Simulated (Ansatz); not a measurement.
**ZrO$_{2}$: course of a relaxation**

Method: Ansatz, DFT PBE, scalar-relativistic, plane waves, PAW. Run with 420 eV cutoff, 6×6×4 k-mesh, Gaussian smearing of 0.02 eV, no spin polarisation.

What was changed: biaxial strain in the a-b plane, c and atoms relaxed: -4.5 %.

Command:

```bash
ansatz run input.yaml --threads 1 --pin off --max-ram 2560MiB --backend cpu --events-out ev --progress --plain --runs-dir out
```

Input:

```yaml
crystal:
  lattice:
    - [3.4580554778, 0.0, 0.0]
    - [0.0, 3.4580554778, 0.0]
    - [0.0, 0.0, 5.4250636725]
  atoms:
    - { symbol: Zr, position: [0.0, 0.0, 0.0] }
    - { symbol: Zr, position: [0.5, 0.5, 0.5] }
    - { symbol: O, position: [0.0, 0.5, 0.3040790169] }
    - { symbol: O, position: [0.0, 0.5, 0.8040790169] }
    - { symbol: O, position: [0.5, 0.0, 0.6959209831] }
    - { symbol: O, position: [0.5, 0.0, 0.1959209831] }
basis:
  ecutwfc: 420
kpoints:
  mp_grid: { grid: [6, 6, 4] }
hamiltonian:
  xc: pbe
scf:
  occupations: { method: gaussian, width: 0.02 }
output:
  forces: true
  stress: true
  eigenvalues: true
relax:
  adjacent_minimum: "off"
  f_tol: 0.008
  max_steps: 40
  cell: { stress_tol: 0.015, fix: [a, b, gamma] }
```

F is the free energy. Steps run on the plane waves of an earlier cell, but the last one, and at times one on the way, on a freshly chosen basis, so a repeated geometry can differ a little in energy. The held parts of the cell keep their stress, so P needn't end at zero.

Steps:

| step | F − F(1) (eV) | largest force component (eV/Å) | V (Å³/atom) | P (GPa) |
| --- | --- | --- | --- | --- |
| 1 | 0.0000 | 0.013 | 10.812 | 17.91 |
| 2 | 0.0001 | 0.003 | 10.818 | 17.73 |
| 3 | 0.0001 | 0.003 | 10.816 | 17.77 |
| 4 | -0.0001 | 0.000 | 10.812 | 17.80 |
| 5 | -0.0001 | 0.000 | 10.812 | 17.80 |
| 6 | -0.0001 | 0.000 | 10.810 | 17.81 |
| 7 | 0.0001 | 0.000 | 10.810 | 17.81 |

Relaxed structure:

```xyz
6
Lattice="3.4581 0.0000 0.0000 0.0000 3.4581 0.0000 0.0000 0.0000 5.4242" Properties=species:S:1:pos:R:3 pbc="T T T"
Zr    0.0000    0.0000    0.0000
Zr    1.7290    1.7290    2.7121
O     0.0000    1.7290    1.6474
O     0.0000    1.7290    4.3595
O     1.7290    0.0000    3.7768
O     1.7290    0.0000    1.0647
```

It takes space group P4_2/nmc (No. 137, tetragonal). Conventional cell: a = 3.458 Å, b = 3.458 Å, c = 5.424 Å, α = 90.00°, β = 90.00°, γ = 90.00°. Zr (site symmetry -4m2) has 4 O at 2.03 Å as nearest neighbours. O (site symmetry 2mm) has 2 Zr at 2.03 Å as nearest neighbours.

The run converged. It took 26 s on 1 thread of Arm Neoverse V1 (shared host), peak memory 0.35 GiB.